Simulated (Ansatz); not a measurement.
The guess for C was made by a generator: one element on all sites of the Mg3Ir type (P6_3/mmc, No. 194). The dimensions are guesses.

Space group P6_3/mmc (No. 194). a = 3.071 Å, b = 3.071 Å, c = 5.556 Å, α = 90.00°, β = 90.00°, γ = 120.00°
| atom | site | symmetry | x | y | z |
| --- | --- | --- | --- | --- | --- |
| C | 4f | 3m. | 0.3333 | 0.6667 | 0.5830 |
| C | 2b | -6m2 | 0.0000 | 0.0000 | 0.2500 |
| C | 2c | -6m2 | 0.3333 | 0.6667 | 0.2500 |

The calculation used DFT PBE, scalar-relativistic, plane waves, PAW (Ansatz). Cutoff 420 eV, Gaussian smearing, Γ-centred meshes. Cell and atoms relax first on a coarse mesh and then on a finer one. In between, the cell is made exact in the group found at 0.06 Å. In metals the finer mesh still leaves noise of several meV/atom or more. The steps can't lower the symmetry of their start. No spin polarisation.

A guess keeps its type if space group and coordination stay and the shape of the cell changes little (axis ratios within about 15 %, angles within 6°); the volume may change.

Question: Will the relaxed cell still be of the starting type?

Answer: It doesn't keep its type. The symmetry stays P6_3/mmc (No. 194). The volume per atom grows by 96.8 %, from 5.7 to 11.2 Å³. The shortest distance goes from 1.77 Å (C–C) to 1.42 Å (C–C). The ratio c/a of the conventional cell changes by a factor of 3.80. Counting neighbours within 15 % of an atom's shortest distance, the start has C 9/11 and the end C 3. In detail, at the end C on a site of symmetry 3m has 3 C at 1.42 Å; C on a site of symmetry -6m2 has 3 C at 1.42 Å; around C on a second site of symmetry -6m2 lie 3 C at 1.42 Å.

```
CELL_PARAMETERS angstrom
2.46654 0.00000 0.00000
-1.23327 2.13609 0.00000
0.00000 0.00000 16.95064
ATOMIC_POSITIONS crystal
C 0.33333 0.66667 0.50000
C 0.66667 0.33333 0.00000
C 0.33333 0.66667 0.00000
C 0.66667 0.33333 0.50000
C 0.00000 0.00000 0.25000
C 0.00000 0.00000 0.75000
C 0.33333 0.66667 0.25000
C 0.66667 0.33333 0.75000
```

The last run used an 18×18×4 mesh (in the run's order of axes) for its 8-atom cell and Gaussian smearing of 0.10 eV. No dispersion correction is applied, so the spacing and binding between layers, chains or molecules are poorly described. Symmetry constrained the relaxation, so the result can be a saddle point.

In counts of neighbours, a slash parts the counts of unlike sites.
